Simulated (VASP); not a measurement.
Wanted: the native input for a VASP 6.6.1 run.

```yaml
Task: single point
Functional: PBE
Potentials_or_basis: VASP PAW PBE potentials, release 64 (S)
Cutoff: 520 eV
k_mesh: 12 × 12 × 12
Occupations: gaussian, width 0.1 eV
Spin: no spin polarisation
Dipole_correction: no
Further_INCAR_settings: ALGO = Fast; EDIFF = 1e-06; NBANDS = 20
```

The structure of S lies in POSCAR:

```
S
1.0
    4.2074314323      0.0000000000      0.0000000000
    0.0000000000      4.2074314323      0.0000000000
    0.0000000000      0.0000000000      4.2074314323
S
4
Direct
    0.6250000000      0.6250000000      0.6250000000
    0.8750000000      0.3750000000      0.1250000000
    0.1250000000      0.8750000000      0.3750000000
    0.3750000000      0.1250000000      0.8750000000
```

The cell was built by a generator and needn't be a form met in nature.

These files were run (other wordings do the same):

INCAR

```
SYSTEM = S
PREC = Accurate ; ENCUT = 520
EDIFF = 1E-6 ; ISMEAR = 0
SIGMA = 0.1 ; LREAL = .False.
LASPH = .True. ; NELM = 100
ALGO = Fast ; ISIF = 2
LWAVE = .False. ; LCHARG = .True.
GGA = PE ; LELF = .True.
LVHAR = .True. ; NBANDS = 20
```

KPOINTS

```
regular mesh
0
Gamma
  12 12 12
  0 0 0
```

Potentials or basis: VASP PAW PBE potentials, release 64 (S).

Launch:

```sh
$ cat potpaw_PBE.64/S/POTCAR > POTCAR
$ mpirun -np 1 vasp_std > vasp.out
```

It gave:

```yaml
Pressure: -0.1 GPa
Band_gap_on_the_k_mesh: none (metal or under the smearing width)
```

Wall time 40 s on 1 thread of Intel(R) Xeon(R) Platinum 8488C (Sapphire Rapids), on a shared host, peak memory 0.22 GiB.
